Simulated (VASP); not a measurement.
# TiSi2 (Fddd) in VASP: convergence with k mesh

Aim: find how far k mesh must go before the results for TiSi2 settle, at PBEsol. This setting moves, with any that are tied to it; all else stays.

Program: VASP 6.6.1. These are calculated values, not measurements. Logs are shortened: lines on timing, memory, paths and dates and some standing lists are left out, and cuts for length are marked.

## Step 1: The structure

It takes space group Fddd (No. 70, orthorhombic). The conventional cell has a = 4.779 Å, b = 8.235 Å, c = 8.526 Å, α = 90.00°, β = 90.00°, γ = 90.00°. Around Ti (site symmetry 222) lie 10 Si at 2.55 to 2.78 Å. Si (site symmetry 2) has 5 Si at 2.52 to 2.79 Å and 5 Ti at 2.55 to 2.78 Å as nearest neighbours.

The cell is a database's computed one.

## Step 2: With k mesh 2 × 2 × 2

Input file INCAR:

```
SYSTEM = TiSi2
ALGO = Fast
EDIFF = 1E-6
ENCUT = 520
GGA = PS
ISIF = 2
ISMEAR = 0
LASPH = .TRUE.
LCHARG = .FALSE.
LREAL = .FALSE.
LWAVE = .FALSE.
NBANDS = 29
NELM = 60
PREC = Accurate
SIGMA = 0.02
```

Input file KPOINTS:

```
k-points
0
G
  2 2 2
  0 0 0
```

Input file POSCAR:

```
TiSi2
1.0
    0.0000000000      4.1175163063      4.2628978354
    2.3895119538      0.0000000000      4.2628978354
    2.3895119538      4.1175163063      0.0000000000
Ti Si
2 4
Direct
    0.7500000000      0.7500000000      0.7500000000
    0.5000000000      0.5000000000      0.5000000000
    0.4125656100      0.0874343900      0.4125656100
    0.0874343900      0.4125656100      0.0874343900
    0.1625656100      0.8374343900      0.1625656100
    0.8374343900      0.1625656100      0.8374343900
```

Potentials or basis: VASP PAW PBE potentials, release 64 (Ti_sv, Si).

The run is started by

```sh
$ cat potpaw_PBE.64/Ti_sv/POTCAR potpaw_PBE.64/Si/POTCAR > POTCAR
$ mpirun -np 1 vasp_std > vasp.out
```

OUTCAR:

```text
SYSTEM = TiSi2
   EDIFF = 1E-6
   ENCUT = 520
   GGA = PS
   ISIF = 2
   ISMEAR = 0
   LASPH = .TRUE.
   LREAL = .FALSE.
   NELM = 60
   PREC = Accurate

 Found      5 irreducible k-points:

 Following reciprocal coordinates:
            Coordinates               Weight
  0.000000  0.000000  0.000000      1.000000
  0.500000  0.000000  0.000000      4.000000
  0.500000  0.500000  0.000000      1.000000
  0.500000  0.000000  0.500000      1.000000
  0.000000  0.500000  0.500000      1.000000
   k-points           NKPTS =      5   k-points in BZ     NKDIM =      5   number of bands    NBANDS=     29
   number of dos      NEDOS =    301   number of ions     NIONS =      6
   total plane-waves  NPLWV =  62208
   dimension x,y,z NGX =    48 NGY =   36 NGZ =   36
   dimension x,y,z NGXF=    96 NGYF=   72 NGZF=   72
   ions per type =               2   4
   NGX,Y,Z   is equivalent  to a cutoff of  13.46, 12.25, 12.57 a.u.
   NGXF,Y,Z  is equivalent  to a cutoff of  26.93, 24.49, 25.14 a.u.
 SYSTEM =  TiSi2
   PREC   = accura    normal or accurate (medium, high low for compatibility)
   ISTART =      0    job   : 0-new  1-cont  2-samecut
   ICHARG =      2    charge: 1-file 2-atom 10-const
   ISPIN  =      1    spin polarized calculation?
   LNONCOLLINEAR =      F non collinear calculations
   LSORBIT =      F    spin-orbit coupling
   LASPH  =      T    aspherical Exc in radial PAW
   ENCUT  =  520.0 eV  38.22 Ry    6.18 a.u.  11.02  9.09  8.85*2*pi/ulx,y,z
   NELM   =     60;   NELMIN=  2; NELMDL= -5     # of ELM steps
   EDIFF  = 0.1E-05   stopping-criterion for ELM
   LREAL  =      F    real-space projection
   EDIFFG = 0.1E-04   stopping-criterion for IOM
   NSW    =      0    number of steps for IOM
   IBRION =     -1    ionic relax: 0-MD 1-quasi-New 2-CG
   NFREE  =      0    steps in history (QN), initial steepest desc. (CG)
   ISIF   =      2    stress and relaxation
   ISYM   =      2    0-nonsym 1-usesym 2-fastsym
   POTIM  = 0.5000    time-step for ionic-motion
   TEBEG  =    0.0;   TEEND  =   0.0 temperature during run
   PSTRESS=    0.0 pullay stress
   NELECT =      40.0000    total number of electrons
   NUPDOWN=      -1.0000    fix difference up-down
   EMIN   =  10.00;   EMAX   =-10.00  energy-range for DOS
   EFERMI =   0.00;   METHOD = LEGACY
   ISMEAR =     0;   SIGMA  =   0.02  broadening in eV -4-tet -1-fermi 0-gaus
   EFERMI_NEDOS =   21; number of points for ismear=-14 and -15
   IALGO  =     68    algorithm
   IMIX   =      4    mixing-type and parameters
     AMIX     =   0.40;   BMIX     =  1.00
     AMIX_MAG =   1.60;   BMIX_MAG =  1.00
  volume/ion in A,a.u.               =      13.98        94.35
  Fermi-wavevector in a.u.,A,eV,Ry     =   1.278994  2.416947 22.256742  1.635824
  Thomas-Fermi vector in A             =   2.411504
   LORBIT       =      0    0 simple, 1 ext, 2 COOP (PROOUT), +10 PAW based schemes
   GGA     = PS    functional components
   LHFCALC =     F    Hartree Fock is set to
   AEXX    =    0.0000 exact exchange contribution
   IVDW    =     0    specifies the selected vdW correction
   LEPSILON=     F    determine dielectric tensor
   LRPA    =     F    only Hartree local field effects (RPA)
 non-spin polarized calculation
 RMM-DIIS sequential band-by-band and
 Gauss-broadening in eV      SIGMA  =   0.02
  energy-cutoff  :      520.00
  volume of cell :       83.88
 maximum number of plane-waves:      2272
 NGX is ok and might be reduce to    48
   NGX = 23   NGY = 19   NGZ = 17

 number of electron      40.0000003 magnetization

 Free energy of the ion-electron system (eV)
  ---------------------------------------------------
  ext. energy  EPLUGINS =         0.00000000
  ---------------------------------------------------
  free energy    TOTEN  =       -43.66810604 eV

  energy without entropy =      -43.66361200  energy(sigma->0) =      -43.66585902

 E-fermi :  10.4021     XC(G=0): -11.8202

 val. band max:       10.3925172786   @ k =   0.5000   0.0000   0.0000
 cond. band min:      10.9185979526   @ k =   0.5000   0.5000   0.0000
 fundamental gap:      0.5260806740
 Fermi energy:        10.4020560041

 k-point     1 :       0.0000    0.0000    0.0000
  band No.  band energies     occupation
      1     -45.6127      2.00000
      2     -45.5830      2.00000
      3     -22.1414      2.00000
      4     -22.1386      2.00000
      5     -22.0221      2.00000
      6     -22.0111      2.00000
[... 21 lines left out ...]
     28      14.1070      0.00000
     29      14.6852      0.00000

 k-point     2 :       0.5000    0.0000    0.0000
  band No.  band energies     occupation
      1     -45.6050      2.00000
      2     -45.5904      2.00000
      3     -22.1513      2.00000
      4     -22.1010      2.00000
      5     -22.0780      2.00000
      6     -22.0085      2.00000
[... 21 lines left out ...]
     28      14.6250      0.00000
     29      15.0216      0.00000

 k-point     3 :       0.5000    0.5000    0.0000
  band No.  band energies     occupation
      1     -45.5977      2.00000
      2     -45.5977      2.00000
      3     -22.0938      2.00000
      4     -22.0938      2.00000
      5     -22.0811      2.00000
      6     -22.0811      2.00000
[... 21 lines left out ...]
     28      13.7981      0.00000
     29      13.8239      0.00000

 k-point     4 :       0.5000    0.0000    0.5000
  band No.  band energies     occupation
      1     -45.5978      2.00000
      2     -45.5978      2.00000
      3     -22.0917      2.00000
      4     -22.0917      2.00000
      5     -22.0853      2.00000
      6     -22.0853      2.00000
[... 21 lines left out ...]
     28      14.5650      0.00000
     29      14.5887      0.00000

 k-point     5 :       0.0000    0.5000    0.5000
  band No.  band energies     occupation
      1     -45.5976      2.00000
      2     -45.5976      2.00000
      3     -22.1671      2.00000
      4     -22.1671      2.00000
      5     -21.9973      2.00000
      6     -21.9973      2.00000
[... 21 lines left out ...]
     28      14.0670      0.00000
     29      15.2847      0.00000

------------------------ aborting loop because EDIFF is reached ----------------------------------------

  FORCE on cell =-STRESS in cart. coord.  units (eV):
  Direction    XX          YY          ZZ          XY          YZ          ZX
  --------------------------------------------------------------------------------------
  -------------------------------------------------------------------------------------
  Total       -1.1096630     -3.0489025     -1.0502355      0.0000000      0.0000000      0.0000000
  in kB      -21.1944542    -58.2337372    -20.0593950      0.0000000      0.0000000      0.0000000
  external PRESSURE =     -33.1625288 kB  Pullay stress =       0.0000000 kB

 VOLUME and BASIS-vectors are now :
 -----------------------------------------------------------------------------
  energy-cutoff  :      520.00
  volume of cell :       83.88
      direct lattice vectors                 reciprocal lattice vectors
     0.000000000  4.117516306  4.262897835    -0.209247750  0.121432427  0.117291106
     2.389511954  0.000000000  4.262897835     0.209247750 -0.121432427  0.117291106
     2.389511954  4.117516306  0.000000000     0.209247750  0.121432427 -0.117291106

 POSITION                                       TOTAL-FORCE (eV/Angst)
 -----------------------------------------------------------------------------------
      3.58427      6.17627      6.39435         0.000000     -0.000000      0.000000
      2.38951      4.11752      4.26290        -0.000000     -0.000000     -0.000000
      1.19476      3.39749      2.13145        -0.000000      0.664138     -0.000000
      1.19476      0.72003      2.13145        -0.000000     -0.664138     -0.000000
      2.38951      1.33873      4.26290         0.000000      0.664138      0.000000
      2.38951      6.89630      4.26290         0.000000     -0.664138      0.000000
 -----------------------------------------------------------------------------------
    total drift:                               -0.000000     -0.000000      0.000000

  FREE ENERGIE OF THE ION-ELECTRON SYSTEM (eV)
  ---------------------------------------------------
  free  energy   TOTEN  =       -43.6681060424 eV

  energy  without entropy=      -43.6636120030  energy(sigma->0) =      -43.66585902
```

Wall time 36 s (1 thread of Intel Xeon Platinum 8488C (Sapphire Rapids), shared host); peak memory 0.22 GiB.

What came out:

- Free energy: -43.6681 eV
- Pressure: -3.3 GPa
- Largest force: 0.664 eV/Å
- Band gap on the k mesh: none (metal or under the smearing width)

## Step 3: With k mesh 3 × 3 × 3

INCAR is that of step 2.

Input file KPOINTS:

```
k-points
0
G
  3 3 3
  0 0 0
```

POSCAR is that of step 2.

Potentials or basis: VASP PAW PBE potentials, release 64 (Ti_sv, Si).

The run is started by

```sh
$ cat potpaw_PBE.64/Ti_sv/POTCAR potpaw_PBE.64/Si/POTCAR > POTCAR
$ mpirun -np 1 vasp_std > vasp.out
```

It took 50 s on 1 thread of Intel Xeon Platinum 8488C (Sapphire Rapids), shared host; peak memory 0.23 GiB.

What came out:

```
Free energy            : -43.5232 eV
Pressure               : -1.4 GPa
Largest force          : 0.004 eV/Å
Band gap on the k mesh : none (metal or under the smearing width)
```

## Step 4: With k mesh 4 × 4 × 4

INCAR is that of step 3.

Input file KPOINTS:

```
k-points
0
G
  4 4 4
  0 0 0
```

POSCAR is that of step 3.

The run is started by

```sh
$ cat potpaw_PBE.64/Ti_sv/POTCAR potpaw_PBE.64/Si/POTCAR > POTCAR
$ mpirun -np 1 vasp_std > vasp.out
```

Run time: 1.9 min. Hardware: 1 thread of Intel Xeon Platinum 8488C (Sapphire Rapids), shared host; peak memory 0.25 GiB.

Results:

```yaml
Free_energy: -43.7283 eV
Pressure: -2.0 GPa
Largest_force: 0.121 eV/Å
Band_gap_on_the_k_mesh: none (metal or under the smearing width)
```

## Step 5: With k mesh 5 × 5 × 5

INCAR is that of step 4.

Input file KPOINTS:

```
k-points
0
G
  5 5 5
  0 0 0
```

POSCAR is that of step 4.

The run is started by

```sh
$ cat potpaw_PBE.64/Ti_sv/POTCAR potpaw_PBE.64/Si/POTCAR > POTCAR
$ mpirun -np 1 vasp_std > vasp.out
```

Wall time 2.5 min (1 thread of Intel Xeon Platinum 8488C (Sapphire Rapids), shared host); peak memory 0.26 GiB.

Results:

```yaml
Free_energy: -43.6446 eV
Pressure: -1.8 GPa
Largest_force: 0.005 eV/Å
Band_gap_on_the_k_mesh: none (metal or under the smearing width)
```

## Step 6: With k mesh 7 × 7 × 7

INCAR is that of step 5.

Input file KPOINTS:

```
k-points
0
G
  7 7 7
  0 0 0
```

POSCAR is that of step 5.

Potentials or basis: VASP PAW PBE potentials, release 64 (Ti_sv, Si).

The run is started by

```sh
$ cat potpaw_PBE.64/Ti_sv/POTCAR potpaw_PBE.64/Si/POTCAR > POTCAR
$ mpirun -np 1 vasp_std > vasp.out
```

It took 5.4 min on 1 thread of Intel Xeon Platinum 8488C (Sapphire Rapids), shared host; peak memory 0.31 GiB.

What came out:

| Quantity | Value |
| --- | --- |
| Free energy | -43.6592 eV |
| Pressure | -1.9 GPa |
| Largest force | 0.044 eV/Å |
| Band gap on the k mesh | none (metal or under the smearing width) |

## Step 7: With k mesh 8 × 8 × 8

INCAR is that of step 6.

Input file KPOINTS:

```
k-points
0
G
  8 8 8
  0 0 0
```

POSCAR is that of step 6.

The run is started by

```sh
$ cat potpaw_PBE.64/Ti_sv/POTCAR potpaw_PBE.64/Si/POTCAR > POTCAR
$ mpirun -np 1 vasp_std > vasp.out
```

It took 8.4 min on 1 thread of Intel Xeon Platinum 8488C (Sapphire Rapids), shared host; peak memory 0.36 GiB.

Results:

| Item | Value |
| --- | --- |
| Free energy | -43.6758 eV |
| Pressure | -1.8 GPa |
| Largest force | 0.064 eV/Å |
| Band gap on the k mesh | none (metal or under the smearing width) |

## Step 8: With k mesh 10 × 10 × 10

INCAR is that of step 7.

Input file KPOINTS:

```
k-points
0
G
  10 10 10
  0 0 0
```

POSCAR is that of step 7.

The run is started by

```sh
$ cat potpaw_PBE.64/Ti_sv/POTCAR potpaw_PBE.64/Si/POTCAR > POTCAR
$ mpirun -np 1 vasp_std > vasp.out
```

Wall time 15 min (1 thread of Intel Xeon Platinum 8488C (Sapphire Rapids), shared host); peak memory 0.47 GiB.

Results:

| Property | Result |
| --- | --- |
| Free energy | -43.6732 eV |
| Pressure | -1.8 GPa |
| Largest force | 0.069 eV/Å |
| Band gap on the k mesh | none (metal or under the smearing width) |

## Step 9: With k mesh 12 × 12 × 12

INCAR is that of step 8.

Input file KPOINTS:

```
k-points
0
G
  12 12 12
  0 0 0
```

POSCAR is that of step 8.

Potentials or basis: VASP PAW PBE potentials, release 64 (Ti_sv, Si).

The run is started by

```sh
$ cat potpaw_PBE.64/Ti_sv/POTCAR potpaw_PBE.64/Si/POTCAR > POTCAR
$ mpirun -np 1 vasp_std > vasp.out
```

Run time: 24 min. Hardware: 1 thread of Intel Xeon Platinum 8488C (Sapphire Rapids), shared host; peak memory 0.65 GiB.

The run converged. Its results:

* Free energy: -43.6717 eV
* Pressure: -1.8 GPa
* Largest force: 0.059 eV/Å
* Band gap on the k mesh: none (metal or under the smearing width)

## Step 10: Summary

```
      k mesh  energy less the tightest run, at zero smearing (meV/atom)  pressure (GPa)  largest force (eV/Å)  SCF cycles  CPU time (s)  peak memory (GiB)
   2 × 2 × 2                                                       0.91           -3.32                 0.664          32            36               0.22
   3 × 3 × 3                                                      24.87           -1.43                 0.004          32            50               0.23
   4 × 4 × 4                                                      -9.45           -1.98                 0.121          37           110               0.25
   5 × 5 × 5                                                       4.51           -1.85                 0.005          32           150               0.26
   7 × 7 × 7                                                       2.09           -1.85                 0.044          34           320               0.31
   8 × 8 × 8                                                      -0.70           -1.82                 0.064          34           500               0.36
10 × 10 × 10                                                      -0.28           -1.82                 0.069          34           870               0.47
12 × 12 × 12                                                       0.00           -1.83                 0.059          34          1500               0.65
```

Against the tightest run, the energy stays within 1 meV/atom from 8 × 8 × 8 on; the pressure stays within 0.1 GPa from 5 × 5 × 5 on. Not settled before the last step: the largest force (to 0.005 eV/Å). Meshes of other sizes hit other points, so gaps and Fermi surfaces needn't settle smoothly. The tightest run that finished is the yardstick and may itself not be fully converged.

Caveats: the PAW data sets were made with another functional, which shifts forces and pressure a little.
